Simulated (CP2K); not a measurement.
Crystal: Mo.

```
CELL_PARAMETERS angstrom
2.74324 0.00000 0.00000
-0.91441 2.58635 0.00000
-0.91441 -1.29317 2.23984
ATOMIC_POSITIONS crystal
Mo 0.00000 0.00000 0.00000
```

Program: CP2K 2026.2. Alike in all runs: no spin polarisation; cell as given; k mesh 12 × 12 × 12.

Order these runs on this cell by their pressure, lowest first.
A. level LDA; potentials or basis GTH_POTENTIALS Mo GTH-PADE-q14; TZVP-MOLOPT-PBE-GTH basis; smearing fermi-dirac 0.0259 eV; EPS_DEFAULT 1.0E-9; NGRIDS 5; basis sets Mo TZVP-MOLOPT-PBE-GTH-q14; potentials Mo GTH-PADE-q14 of GTH_POTENTIALS; points a segment of the path (NPOINTS) 10
B. level PBEsol; potentials or basis POTENTIAL_UZH Mo GTH-PBE-q14; TZVP-MOLOPT-PBE-GTH basis; smearing fermi-dirac 0.05 eV; EPS_DEFAULT 1.0E-10; NGRIDS 5; basis sets Mo TZVP-MOLOPT-PBE-GTH-q14; potentials Mo GTH-PBE-q14 of POTENTIAL_UZH
C. level r2SCAN; potentials or basis POTENTIAL_UZH Mo GTH-SCAN-q14; TZVP-MOLOPT-SCAN-GTH basis; smearing fermi-dirac 0.0259 eV; EPS_DEFAULT 1.0E-9; NGRIDS 4; basis sets Mo TZVP-MOLOPT-SCAN-GTH-q14; potentials Mo GTH-SCAN-q14 of POTENTIAL_UZH; points a segment of the path (NPOINTS) 10
D. level PBE; potentials or basis POTENTIAL_UZH Mo GTH-PBE-q14; TZVP-MOLOPT-PBE-GTH basis; smearing fermi-dirac 0.0259 eV; EPS_DEFAULT 1.0E-10; NGRIDS 5; basis sets Mo TZVP-MOLOPT-PBE-GTH-q14; potentials Mo GTH-PBE-q14 of POTENTIAL_UZH; points a segment of the path (NPOINTS) 6

A (-12.6 GPa), B (-7.0 GPa), C (-2.2 GPa), D (0.1 GPa).

Caveats: the basis of atomic orbitals isn't converged, which shifts pressures, moduli and gaps; the potentials were made for another functional, which shifts forces and pressure (some runs).

Not every run made on this cell is shown here.
